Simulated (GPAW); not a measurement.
Runs of GPAW 26.7.0 on BAs. The structure is cubic, space group F-43m (No. 216). The conventional cell has a = 4.777 Å, b = 4.777 Å, c = 4.777 Å, α = 90.00°, β = 90.00°, γ = 90.00°. As (site symmetry -43m) is surrounded by 4 B at 2.07 Å. B (site symmetry -43m) has 4 As at 2.07 Å as nearest neighbours. 

```csv
task,level,potentials or basis,cell,k mesh,cutoff (eV),smearing,maxiter,response ecut,kernel,kernel average,over volumes,other keys,mesh quality,gap on the mesh (eV),pressure (GPa)
single point,PBE,"GPAW PAW data sets (gpaw-data 1.2.1), pw",as given,10 × 10 × 10,800,fermi-dirac 0.05 eV,150,-,-,-,-,-,not flagged,1.18,3.3
single point,PBE,"GPAW PAW data sets (gpaw-data 1.2.1), pw","atoms moved at random, drawn with an rms of 0.05 Å",10 × 10 × 10,800,fermi-dirac 0.05 eV,150,-,-,-,-,-,not flagged,0.65,3.5
single point,AM05,"PAW data sets generated in the run's folder for this functional, pw",as given,8 × 8 × 8,650,fermi-dirac 0.05 eV,80,-,-,-,-,-,not flagged,1.14,-0.5
dielectric tensor,AM05,"PAW data sets generated in the run's folder for this functional, pw",as given,8 × 8 × 8,650,fermi-dirac 0.05 eV,60,80 eV,-,-,-,"several, not listed",not flagged,1.14,-
energy-loss spectrum,AM05,"PAW data sets generated in the run's folder for this functional, pw",as given,8 × 8 × 8,650,fermi-dirac 0.05 eV,50,120 eV,RPA,-,-,"several, not listed",not flagged,1.14,-
eps q,PBE,"PAW data sets generated in the run's folder for this functional, pw",as given,8 × 8 × 8,650,fermi-dirac 0.05 eV,80,120 eV,RPA,-,-,"several, not listed",not flagged,(a),-
single point,LDA,"the program's PAW data sets (release 1.2.1) made for this functional, pw",as given,8 × 8 × 8,600,fermi-dirac 0.01 eV,150,-,-,-,-,-,not flagged,1.15,-3.4
single point,LDA,"the program's PAW data sets (release 1.2.1) made for this functional, pw",as given,8 × 8 × 8,600,fermi-dirac 0.05 eV,80,-,-,-,-,-,not flagged,1.15,-3.4
```

Alike in all rows: no spin polarisation.

**Question.** Estimate the missing entries.

**Answer.** (a) 1.20.

Caveats: the cutoff is short for stress and forces, so pressures can be off by a GPa or more (some runs); the long-wavelength limit can be off by a per cent or two (some runs); the highest transitions drop out of the frequency grid (some runs); an odd mesh through Γ misses points on the zone boundary, where band edges often lie (some runs).

A k mesh can miss the band edges, and the runs leave out spin-orbit coupling on As.
